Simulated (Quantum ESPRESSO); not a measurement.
The system is SiC.

```xyz
8
Lattice="3.0757 0.0000 0.0000 -1.5378 2.6636 0.0000 0.0000 0.0000 10.0706" Properties=species:S:1:pos:R:3 pbc="T T T"
Si    0.0000    0.0000    1.8922
Si    0.0000    0.0000    6.9275
Si    0.0000    1.7758    4.4094
Si    1.5378    0.8879    9.4447
C     0.0000    0.0000    0.0046
C     0.0000    0.0000    5.0400
C     0.0000    1.7758    2.5157
C     1.5378    0.8879    7.5510
```

The cell is a database's computed one.

Base run:

- Program: Quantum ESPRESSO 7.5
- Functional: RGE2
- Potentials or basis: PseudoDojo 0.4.1 SR PBE standard
- Cutoff: 1116 eV
- Density cutoff: 4463 eV
- k mesh: 10 × 10 × 3
- Occupations: fermi-dirac, width 0.05 eV
- Spin: no spin polarisation

Its results: band gap on the k mesh 2.09 eV, indirect (least direct gap 3.22 eV); pressure 1.6 GPa; largest force 0.008 eV/Å.

Task: The run is repeated on the same cell with these changes: functional from RGE2 to optB86b-vdW. What comes out?

Result: Band gap on the k mesh 2.26 eV, indirect (least direct gap 3.38 eV); pressure 3.7 GPa; largest force 0.010 eV/Å.

Caveats: the potentials were made for another functional, which shifts forces and pressure.

Not every run made on this cell is shown here.
